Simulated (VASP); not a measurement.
# Mg (P6_3/mmc) in VASP: settings compared

Aim: see how the results for Mg move with the level of theory and the settings. Levels: LDA, PBEsol, RPBE, r2SCANh, PBE. Tasks: band structure.

Program: VASP 6.6.1. These are calculated values, not measurements. Logs are shortened: lines on timing, memory, paths and dates and some standing lists are left out, and cuts for length are marked.

## (1) Starting point

Symmetry: P6_3/mmc, No. 194, hexagonal system. The conventional cell has a = 3.209 Å, b = 3.209 Å, c = 5.210 Å, α = 90.00°, β = 90.00°, γ = 120.00°. Mg (site symmetry -6m2) has 12 Mg at 3.20 to 3.21 Å as nearest neighbours.

## (2) Band structure, LDA

POSCAR

```
Mg
1.0
    3.2093000000      0.0000000000      0.0000000000
   -1.6046500000      2.7793353284      0.0000000000
    0.0000000000      0.0000000000      5.2103000000
Mg
2
Direct
    0.6666666667      0.3333333333      0.7500000000
    0.3333333333      0.6666666667      0.2500000000
```

INCAR.step1

```
ALGO = Normal
EDIFF = 1E-6
ENCUT = 520
GGA = CA
ISIF = 2
ISMEAR = -1
LASPH = True
LCHARG = True
LREAL = False
LWAVE = False
NBANDS = 9
NELM = 100
PREC = Accurate
SIGMA = 0.05
```

KPOINTS.step1

```
k-points
0
Gamma
  10 10 5
```

INCAR.step2

```
ALGO = Normal
EDIFF = 1E-6
ENCUT = 520
GGA = CA
ICHARG = 11
ISIF = 2
ISMEAR = 0
LASPH = True
LCHARG = False
LREAL = False
LWAVE = False
NBANDS = 9
NELM = 100
PREC = Accurate
SIGMA = 0.05
```

KPOINTS.step2

```
path GMKGALHA,LM,KH
10
line-mode
reciprocal
 0.0000000000  0.0000000000  0.0000000000  G
 0.5000000000  0.0000000000  0.0000000000  M

 0.5000000000  0.0000000000  0.0000000000  M
 0.3333333333  0.3333333333  0.0000000000  K

 0.3333333333  0.3333333333  0.0000000000  K
 0.0000000000  0.0000000000  0.0000000000  G

 0.0000000000  0.0000000000  0.0000000000  G
 0.0000000000  0.0000000000  0.5000000000  A

 0.0000000000  0.0000000000  0.5000000000  A
 0.5000000000  0.0000000000  0.5000000000  L

 0.5000000000  0.0000000000  0.5000000000  L
 0.3333333333  0.3333333333  0.5000000000  H

 0.3333333333  0.3333333333  0.5000000000  H
 0.0000000000  0.0000000000  0.5000000000  A

 0.5000000000  0.0000000000  0.5000000000  L
 0.5000000000  0.0000000000  0.0000000000  M

 0.3333333333  0.3333333333  0.0000000000  K
 0.3333333333  0.3333333333  0.5000000000  H
```

Potentials or basis: VASP PAW LDA potentials, release 64 (Mg).

Run with:

```console
$ cat potpaw_LDA.64/Mg/POTCAR > POTCAR
$ cp INCAR.step1 INCAR
$ cp KPOINTS.step1 KPOINTS
$ mpirun -np 1 vasp_std > vasp.out
$ cp INCAR.step2 INCAR
$ cp KPOINTS.step2 KPOINTS
$ mpirun -np 1 vasp_std > vasp.out
```

OUTCAR:

```text
EDIFF = 1E-6
   ENCUT = 520
   GGA = CA
   ICHARG = 11
   ISIF = 2
   ISMEAR = 0
   LASPH = True
   LREAL = False
   NELM = 100
   PREC = Accurate

 ion  position               nearest neighbor table
   1  0.667  0.333  0.750-   2 3.20   2 3.20   2 3.20   2 3.20   2 3.20   2 3.20
   2  0.333  0.667  0.250-   1 3.20   1 3.20   1 3.20   1 3.20   1 3.20   1 3.20

  LATTYP: Found a hexagonal cell.
 ALAT       =     3.2093000000
 C/A-ratio  =     1.6235004518

  Lattice vectors:

 A1 = (   3.2093000000,   0.0000000000,   0.0000000000)
 A2 = (  -1.6046500000,   2.7793353284,   0.0000000000)
 A3 = (   0.0000000000,   0.0000000000,   5.2103000000)

Analysis of symmetry for initial positions (statically):
=====================================================================
 Subroutine PRICEL returns:
 Original cell was already a primitive cell.

 Routine SETGRP: Setting up the symmetry group for a
 hexagonal supercell.

 Subroutine GETGRP returns: Found 24 space group operations
 (whereof 12 operations were pure point group operations)
 out of a pool of 24 trial point group operations.

The static configuration has the point symmetry D_3d.
 The point group associated with its full space group is D_6h.

Analysis of symmetry for dynamics (positions and initial velocities):
=====================================================================
 Subroutine PRICEL returns:
 Original cell was already a primitive cell.

 Routine SETGRP: Setting up the symmetry group for a
 hexagonal supercell.

 Subroutine GETGRP returns: Found 24 space group operations
 (whereof 12 operations were pure point group operations)
 out of a pool of 24 trial point group operations.

The dynamic configuration has the point symmetry D_3d.
 The point group associated with its full space group is D_6h.

 Subroutine INISYM returns: Found 24 space group operations
 (whereof 12 operations are pure point group operations),
 and found     1 'primitive' translations

----------------------------------------------------------------------------------------

                                     Primitive cell

  volume of cell :      46.4744

  direct lattice vectors                    reciprocal lattice vectors
     3.209300000  0.000000000  0.000000000     0.311594429  0.179899127  0.000000000
    -1.604650000  2.779335328  0.000000000     0.000000000  0.359798255  0.000000000
     0.000000000  0.000000000  5.210300000     0.000000000  0.000000000  0.191927528

  length of vectors
     3.209300000  3.209300000  5.210300000     0.359798255  0.359798255  0.191927528

  position of ions in fractional coordinates (direct lattice)
[... 76 lines left out ...]
   IBRION =     -1    ionic relax: 0-MD 1-quasi-New 2-CG
   NFREE  =      0    steps in history (QN), initial steepest desc. (CG)
   ISIF   =      2    stress and relaxation
   ISYM   =      2    0-nonsym 1-usesym 2-fastsym
   POTIM  = 0.5000    time-step for ionic-motion
   TEBEG  =    0.0;   TEEND  =   0.0 temperature during run
   PSTRESS=    0.0 pullay stress
   NELECT =       4.0000    total number of electrons
   NUPDOWN=      -1.0000    fix difference up-down
   EMIN   =  10.00;   EMAX   =-10.00  energy-range for DOS
   EFERMI =   0.00;   METHOD = LEGACY
   ISMEAR =     0;   SIGMA  =   0.05  broadening in eV -4-tet -1-fermi 0-gaus
   EFERMI_NEDOS =   21; number of points for ismear=-14 and -15
   IALGO  =     38    algorithm
   IMIX   =      4    mixing-type and parameters
     AMIX     =   0.40;   BMIX     =  1.00
     AMIX_MAG =   1.60;   BMIX_MAG =  1.00
  volume/ion in A,a.u.               =      23.24       156.81
  Fermi-wavevector in a.u.,A,eV,Ry     =   0.722809  1.365911  7.108401  0.522453
  Thomas-Fermi vector in A             =   1.812866
   LORBIT       =      0    0 simple, 1 ext, 2 COOP (PROOUT), +10 PAW based schemes
   GGA     = CA    functional components
   LHFCALC =     F    Hartree Fock is set to
   AEXX    =    0.0000 exact exchange contribution
   IVDW    =     0    specifies the selected vdW correction
   LEPSILON=     F    determine dielectric tensor
   LRPA    =     F    only Hartree local field effects (RPA)
 non-spin polarized calculation
 Gauss-broadening in eV      SIGMA  =   0.05
  energy-cutoff  :      520.00
  volume of cell :       46.47
 maximum number of plane-waves:      1278
 NGX is ok and might be reduce to    24

 number of electron       4.0000000 magnetization

 Free energy of the ion-electron system (eV)
  ---------------------------------------------------
  ext. energy  EPLUGINS =         0.00000000
  ---------------------------------------------------
  free energy    TOTEN  =        -2.94006896 eV

  energy without entropy =       -2.93764544  energy(sigma->0) =       -2.93885720

 E-fermi :   2.0364     XC(G=0):  -8.6404

 val. band max:        2.0115459591   @ k =   0.4630   0.0741   0.5000
 cond. band min:       2.0379118165   @ k =   0.3333   0.3333   0.2222
 fundamental gap:      0.0263658573
 Fermi energy:         2.0363663894

 k-point     1 :       0.0000    0.0000    0.0000
  band No.  band energies     occupation
      1      -4.4602      2.00000
      2       0.7791      2.00000
      3       1.1282      2.00000
      4      13.2341      0.00000
      5      13.2341      0.00000
      6      13.2485      0.00000
      7      13.2485      0.00000
      8      14.1579      0.00000
      9      15.6677      0.00000
[... 265 lines left out ...]
 k-point    24 :       0.2222    0.2222    0.0000
  band No.  band energies     occupation
      1      -1.6131      2.00000
      2       3.4197      0.00000
      3       3.5094      0.00000
      4       4.5121      0.00000
      5       5.1792      0.00000
      6       9.1044      0.00000
      7       9.8070      0.00000
      8       9.8425      0.00000
      9      10.6845      0.00000

 [... further k-points ...]
[... 5 lines left out ...]
  --------------------------------------------------------------------------------------
  -------------------------------------------------------------------------------------
  Total       -0.1009400     -0.1009400     -0.9785715      0.0000000      0.0000000     -0.0000000
  in kB       -3.4798441     -3.4798441    -33.7356547      0.0000000      0.0000000     -0.0000000
  external PRESSURE =     -13.5651143 kB  Pullay stress =       0.0000000 kB

 VOLUME and BASIS-vectors are now :
 -----------------------------------------------------------------------------
  energy-cutoff  :      520.00
  volume of cell :       46.47
      direct lattice vectors                 reciprocal lattice vectors
     3.209300000  0.000000000  0.000000000     0.311594429  0.179899127  0.000000000
    -1.604650000  2.779335328  0.000000000     0.000000000  0.359798255  0.000000000
     0.000000000  0.000000000  5.210300000     0.000000000  0.000000000  0.191927528

 POSITION                                       TOTAL-FORCE (eV/Angst)
 -----------------------------------------------------------------------------------
      1.60465      0.92645      3.90773         0.000000      0.000000      0.000000
     -0.00000      1.85289      1.30258        -0.000000     -0.000000      0.000000
 -----------------------------------------------------------------------------------
    total drift:                                0.000000     -0.000000      0.000000

  FREE ENERGIE OF THE ION-ELECTRON SYSTEM (eV)
  ---------------------------------------------------
  free  energy   TOTEN  =        -2.9400689593 eV

  energy  without entropy=       -2.9376454375  energy(sigma->0) =       -2.93885720
```

OSZICAR.step1:

```text
N       E                     dE             d eps       ncg     rms          rms(c)
DAV:   1    -0.832843627512E+00   -0.83284E+00   -0.12916E+03   756   0.314E+02
DAV:   2    -0.357505607640E+01   -0.27422E+01   -0.26724E+01  1037   0.284E+01
DAV:   3    -0.360356642618E+01   -0.28510E-01   -0.28438E-01   973   0.251E+00
DAV:   4    -0.360363761861E+01   -0.71192E-04   -0.71190E-04  1009   0.124E-01
DAV:   5    -0.360363785353E+01   -0.23492E-06   -0.23471E-06   970   0.618E-03    0.938E-01
DAV:   6    -0.359217157589E+01    0.11466E-01   -0.81492E-04   878   0.154E-01    0.596E-01
DAV:   7    -0.358297226182E+01    0.91993E-02   -0.27870E-03   779   0.281E-01    0.312E-02
DAV:   8    -0.358296470530E+01    0.75565E-05   -0.18331E-05  1066   0.218E-02    0.645E-03
DAV:   9    -0.358296363685E+01    0.10684E-05   -0.54014E-07   714   0.326E-03    0.595E-04
DAV:  10    -0.358296363668E+01    0.17448E-09   -0.77892E-09   473   0.458E-04
   1 F= -.35829636E+01 E0= -.35769355E+01  d E =-.120562E-01
```

Wall time 21 s (1 thread of Intel Xeon Platinum 8259CL at 2.50GHz (Skylake/Cascade Lake), shared host); peak memory 0.15 GiB.

Results:

- Band gap along the path: none (metal or under the smearing width)

Levels at the corners of the path, in eV from the Fermi level:
| point | band 1 | band 2 | band 3 | band 4 | band 5 | band 6 |
| --- | --- | --- | --- | --- | --- | --- |
| Γ | -6.89 | -1.65 | -1.30 | 10.80 | 10.80 | 10.82 |
| M | -2.16 | -2.12 | 2.61 | 3.04 | 3.17 | 3.60 |
| M | -2.16 | -2.12 | 2.61 | 3.04 | 3.17 | 3.60 |
| K | -0.63 | -0.63 | -0.59 | 4.07 | 4.07 | 4.24 |
| K | -0.63 | -0.63 | -0.59 | 4.07 | 4.07 | 4.24 |
| Γ | -6.89 | -1.65 | -1.30 | 10.80 | 10.80 | 10.82 |
| Γ | -6.89 | -1.65 | -1.30 | 10.80 | 10.80 | 10.82 |
| A | -5.51 | -5.51 | 4.95 | 4.95 | 11.54 | 11.54 |
| A | -5.51 | -5.51 | 4.95 | 4.95 | 11.54 | 11.54 |
| L | -1.09 | -1.09 | -0.50 | -0.50 | 7.88 | 7.88 |
| L | -1.09 | -1.09 | -0.50 | -0.50 | 7.88 | 7.88 |
| H | 0.19 | 0.19 | 0.69 | 0.69 | 1.41 | 1.41 |
| H | 0.19 | 0.19 | 0.69 | 0.69 | 1.41 | 1.41 |
| A | -5.51 | -5.51 | 4.95 | 4.95 | 11.54 | 11.54 |
| L | -1.09 | -1.09 | -0.50 | -0.50 | 7.88 | 7.88 |
| M | -2.16 | -2.12 | 2.61 | 3.04 | 3.17 | 3.60 |
| K | -0.63 | -0.63 | -0.59 | 4.07 | 4.07 | 4.24 |
| H | 0.19 | 0.19 | 0.69 | 0.69 | 1.41 | 1.41 |

Caveat: the log is that of the step along the path at fixed density, whose energy, stress, charges and moments have no meaning.

## (3) Band structure, PBEsol

INCAR

```
PREC     = Accurate       # precision mode
ENCUT    = 520            # plane-wave cutoff, eV
EDIFF    = 1E-6           # SCF threshold, eV
ISMEAR   = -1             # smearing method
SIGMA    = 0.05           # smearing width, eV
LREAL    = False          # projectors in reciprocal space
LASPH    = True           # aspherical terms in the spheres
NELM     = 60             # most SCF steps
ALGO     = Normal         # electronic algorithm
ISIF     = 2              # what is computed and relaxed
LWAVE    = False          # write WAVECAR
LCHARG   = False          # write CHGCAR
GGA      = PS             # functional
```

KPOINTS

```
Automatic mesh
0
Gamma
  10 10 5
```

POSCAR is that of step 2.

KPOINTS_OPT

```
path GMKGALHA,LM,KH
15
line-mode
reciprocal
 0.0000000000  0.0000000000  0.0000000000  G
 0.5000000000  0.0000000000  0.0000000000  M

 0.5000000000  0.0000000000  0.0000000000  M
 0.3333333333  0.3333333333  0.0000000000  K

 0.3333333333  0.3333333333  0.0000000000  K
 0.0000000000  0.0000000000  0.0000000000  G

 0.0000000000  0.0000000000  0.0000000000  G
 0.0000000000  0.0000000000  0.5000000000  A

 0.0000000000  0.0000000000  0.5000000000  A
 0.5000000000  0.0000000000  0.5000000000  L

 0.5000000000  0.0000000000  0.5000000000  L
 0.3333333333  0.3333333333  0.5000000000  H

 0.3333333333  0.3333333333  0.5000000000  H
 0.0000000000  0.0000000000  0.5000000000  A

 0.5000000000  0.0000000000  0.5000000000  L
 0.5000000000  0.0000000000  0.0000000000  M

 0.3333333333  0.3333333333  0.0000000000  K
 0.3333333333  0.3333333333  0.5000000000  H
```

Potentials or basis: VASP PAW PBE potentials, release 64 (Mg).

Run with:

```console
$ cat potpaw_PBE.64/Mg/POTCAR > POTCAR
$ mpirun -np 1 vasp_std > vasp.out
```

Run time: 19 s. Hardware: 1 thread of Intel Xeon Platinum 8259CL at 2.50GHz (Skylake/Cascade Lake), shared host; peak memory 0.16 GiB.

It converged, with:

* Free energy: -3.4369 eV
* Pressure: -1.1 GPa
* Band gap along the path: none (metal or under the smearing width)

Stress tensor (GPa, compression positive):
```
-1.48  0.00  0.00
 0.00 -1.48  0.00
 0.00  0.00 -0.33
```

Levels at the corners of the path, in eV from the Fermi level:
```tsv
point	band 1	band 2	band 3	band 4	band 5	band 6
Γ	-6.90	-1.69	-1.27	10.83	10.83	10.92
M	-2.15	-2.14	2.61	2.98	3.21	3.64
M	-2.15	-2.14	2.61	2.98	3.21	3.64
K	-0.64	-0.61	-0.61	4.08	4.08	4.25
K	-0.64	-0.61	-0.61	4.08	4.08	4.25
Γ	-6.90	-1.69	-1.27	10.83	10.88	10.92
Γ	-6.90	-1.69	-1.27	10.83	10.83	10.92
A	-5.52	-5.52	4.97	4.97	11.57	11.57
A	-5.52	-5.52	4.97	4.97	11.57	11.57
L	-1.11	-1.11	-0.47	-0.47	7.95	7.95
L	-1.11	-1.11	-0.47	-0.47	7.95	7.96
H	0.18	0.18	0.65	0.65	1.49	1.49
H	0.18	0.18	0.65	0.65	1.49	1.49
A	-5.52	-5.52	4.97	4.97	11.57	11.57
L	-1.11	-1.11	-0.47	-0.47	7.95	7.96
M	-2.15	-2.14	2.61	2.98	3.21	3.64
K	-0.64	-0.61	-0.61	4.08	4.08	4.25
H	0.18	0.18	0.65	0.65	1.49	1.49
```

Caveat: the PAW data sets were made with another functional, which shifts forces and pressure a little.

## (4) Band structure, RPBE

INCAR

```
PREC     = Accurate       # precision mode
ENCUT    = 520            # plane-wave cutoff, eV
EDIFF    = 1E-6           # SCF threshold, eV
ISMEAR   = -1             # smearing method
SIGMA    = 0.05           # smearing width, eV
LREAL    = F              # projectors in reciprocal space
LASPH    = T              # aspherical terms in the spheres
NELM     = 100            # most SCF steps
ALGO     = Normal         # electronic algorithm
ISIF     = 2              # what is computed and relaxed
LWAVE    = F              # write WAVECAR
LCHARG   = F              # write CHGCAR
GGA      = RP             # functional
```

KPOINTS is that of step 3.

POSCAR is that of step 3.

Changes to KPOINTS_OPT since step 3:

```diff
@@ -1,3 +1,3 @@
 path GMKGALHA,LM,KH
-15
+10
 line-mode
```

Run with:

```console
$ cat potpaw_PBE.64/Mg/POTCAR > POTCAR
$ mpirun -np 1 vasp_std > vasp.out
```

Run time: 17 s. Hardware: 1 thread of Intel Xeon Platinum 8259CL at 2.50GHz (Skylake/Cascade Lake), shared host; peak memory 0.16 GiB.

The run converged. Its results:

```yaml
Free_energy: -2.6757 eV
Pressure: 0.6 GPa
Band_gap_along_the_path: none (metal or under the smearing width)
```

Stress tensor (GPa, compression positive):
```
0.22 0.00 0.00
0.00 0.22 0.00
0.00 0.00 1.28
```

Levels at the corners of the path, in eV from the Fermi level:
```
point  band 1  band 2  band 3  band 4  band 5
    Γ   -6.91   -1.72   -1.24   10.86   10.86
    M   -2.17   -2.14    2.61    2.96    3.24
    M   -2.17   -2.14    2.61    2.96    3.24
    K   -0.66   -0.61   -0.61    4.08    4.08
    K   -0.66   -0.61   -0.61    4.08    4.08
    Γ   -6.91   -1.72   -1.24   10.86   10.86
    Γ   -6.91   -1.72   -1.24   10.86   10.88
    A   -5.53   -5.53    4.98    4.98   11.60
    A   -5.53   -5.53    4.98    4.98   11.60
    L   -1.13   -1.13   -0.45   -0.45    7.95
    L   -1.13   -1.13   -0.45   -0.45    7.95
    H    0.16    0.16    0.63    0.63    1.54
    H    0.16    0.16    0.63    0.63    1.54
    A   -5.53   -5.53    4.98    4.98   11.60
    L   -1.13   -1.13   -0.45   -0.45    7.95
    M   -2.17   -2.14    2.61    2.96    3.24
    K   -0.66   -0.61   -0.61    4.08    4.08
    H    0.16    0.16    0.63    0.63    1.54
```

Caveat: the PAW data sets were made with another functional, which shifts forces and pressure a little.

## (5) Band structure, r2SCANh

POSCAR is that of step 4.

INCAR.step1

```
ALGO     = Normal         # electronic algorithm
EDIFF    = 1E-5           # SCF threshold, eV
ENCUT    = 520            # plane-wave cutoff, eV
GGA      = PE             # functional
ISIF     = 2              # what is computed and relaxed
ISMEAR   = -1             # smearing method
LASPH    = True           # aspherical terms in the spheres
LCHARG   = False          # write CHGCAR
LREAL    = False          # projectors in reciprocal space
LWAVE    = True           # write WAVECAR
NELM     = 80             # most SCF steps
PREC     = Accurate       # precision mode
SIGMA    = 0.05           # smearing width, eV
```

INCAR.step2

```
AEXX     = 0.1            # exact-exchange fraction
ALGO     = Normal         # electronic algorithm
EDIFF    = 1E-6           # SCF threshold, eV
ENCUT    = 520            # plane-wave cutoff, eV
HFRCUT   = -1           
ISIF     = 2              # what is computed and relaxed
ISMEAR   = -1             # smearing method
ISTART   = 1            
LASPH    = True           # aspherical terms in the spheres
LCHARG   = False          # write CHGCAR
LHFCALC  = True           # exact exchange
LMIXTAU  = True         
LREAL    = False          # projectors in reciprocal space
LWAVE    = False          # write WAVECAR
METAGGA  = R2SCAN         # meta-GGA
NELM     = 80             # most SCF steps
PREC     = Accurate       # precision mode
PRECFOCK = Fast         
SIGMA    = 0.05           # smearing width, eV
```

KPOINTS

```
k-points
0
Gamma
  5 5 3
```

Changes to KPOINTS_OPT since step 4:

```diff
@@ -1,3 +1,3 @@
 path GMKGALHA,LM,KH
-10
+8
 line-mode
```

Run with:

```console
$ cat potpaw_PBE.64/Mg/POTCAR > POTCAR
$ cp INCAR.step1 INCAR
$ mpirun -np 1 vasp_std > vasp.out
$ cp INCAR.step2 INCAR
$ mpirun -np 1 vasp_std > vasp.out
```

Run time: 72 s. Hardware: 1 thread of Intel Xeon 6975P-C (Granite Rapids), shared host; peak memory 0.18 GiB.

It converged, with:

```yaml
Free_energy: -7.8602 eV
Pressure: -1.3 GPa
Band_gap_along_the_path: none (metal or under the smearing width)
```

Stress tensor (GPa, compression positive):
```
-1.61  0.00  0.00
 0.00 -1.61  0.00
 0.00  0.00 -0.74
```

Levels at the corners of the path, in eV from the Fermi level:
| point | band 1 | band 2 | band 3 | band 4 | band 5 | band 6 |
| --- | --- | --- | --- | --- | --- | --- |
| Γ | -7.64 | -1.97 | -1.25 | 12.16 | 12.21 | 12.28 |
| M | -2.41 | -2.25 | 3.26 | 3.57 | 4.00 | 4.46 |
| M | -2.41 | -2.25 | 3.26 | 3.57 | 4.00 | 4.46 |
| K | -0.69 | -0.50 | -0.50 | 4.87 | 4.87 | 5.09 |
| K | -0.69 | -0.50 | -0.50 | 4.87 | 4.87 | 5.09 |
| Γ | -7.64 | -1.97 | -1.25 | 12.16 | 12.22 | 12.28 |
| Γ | -7.64 | -1.97 | -1.25 | 12.16 | 12.17 | 12.28 |
| A | -6.11 | -6.11 | 5.90 | 5.90 | 12.93 | 12.93 |
| A | -6.11 | -6.11 | 5.90 | 5.90 | 12.93 | 12.93 |
| L | -1.16 | -1.16 | -0.16 | -0.16 | 9.04 | 9.08 |
| L | -1.16 | -1.16 | -0.16 | -0.16 | 9.04 | 9.06 |
| H | 0.35 | 0.35 | 0.89 | 0.89 | 2.17 | 2.17 |
| H | 0.35 | 0.35 | 0.89 | 0.89 | 2.17 | 2.17 |
| A | -6.11 | -6.11 | 5.90 | 5.90 | 12.93 | 12.93 |
| L | -1.16 | -1.16 | -0.16 | -0.16 | 9.07 | 9.08 |
| M | -2.41 | -2.25 | 3.26 | 3.57 | 4.00 | 4.46 |
| K | -0.69 | -0.50 | -0.50 | 4.87 | 4.87 | 5.09 |
| H | 0.35 | 0.35 | 0.89 | 0.89 | 2.17 | 2.17 |

Caveat: the k mesh is coarse (spacing up to 0.45 Å⁻¹), so the values aren't converged, least of all with exact exchange; the PAW data sets were made with another functional, which shifts forces and pressure a little.

(Continued in part 2 of 2.)
